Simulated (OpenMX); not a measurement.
Moving the starting magnetic order in TiCo

The structure is cubic, space group Pm-3m (No. 221). Conventional cell: a = 2.986 Å, b = 2.986 Å, c = 2.986 Å, α = 90.00°, β = 90.00°, γ = 90.00°. Around Co (site symmetry m-3m) lie 8 Ti at 2.59 Å. Around Ti (site symmetry m-3m) lie 8 Co at 2.59 Å.

The cell comes from a database or a generator and needn't be the stable form of this composition.

Kept alike: task single point; functional PBE; k mesh 7 × 7 × 7; occupations fermi-dirac, width 0.05 eV. Program: OpenMX, OpenMX 2013 PBE set, Co6.0H-s3p2d2, Ti7.0-s3p2d2, grid cutoff 500 Ry. The mesh is that of the run's cell of 2 atoms. No spin-orbit coupling.

| starting magnetic order | largest site moment (μB) | moment of the cell (μB) | free energy over the lowest row (meV/atom) |
| --- | --- | --- | --- |
| afm | 1.05 | 0.85 | 0.00 |
| ferri | 1.05 | 0.85 | 0.00 |
| ferromagnetic start, larger moments | 1.05 | 0.85 | 0.00 |
| fm | 1.05 | 0.85 | 0.00 |
| nm | 0.00 | 0.00 | 44.72 |
| random | 0.00 | 0.00 | 44.72 |

For a metal such a mesh leaves the last digits unconverged. Moments of the cell are magnitudes, and a label names the start alone. The runs hold the magnetic state that their start led to, which needn't be the lowest. Site moments are Mulliken populations, which hang on the basis.

What does the starting magnetic order change here?

The largest site moment runs from 0.00 (nm; random) to 1.05 μB (afm; ferri; ferromagnetic start, larger moments; fm). The moment of the cell runs from 0.00 (nm; random) to 0.85 μB (afm; ferri; ferromagnetic start, larger moments; fm). The free energy is lowest at afm; ferri; ferromagnetic start, larger moments; fm, and 44.72 meV an atom higher at nm; random. Starts that end at one energy have found one state: afm; ferri; ferromagnetic start, larger moments; fm | nm; random.
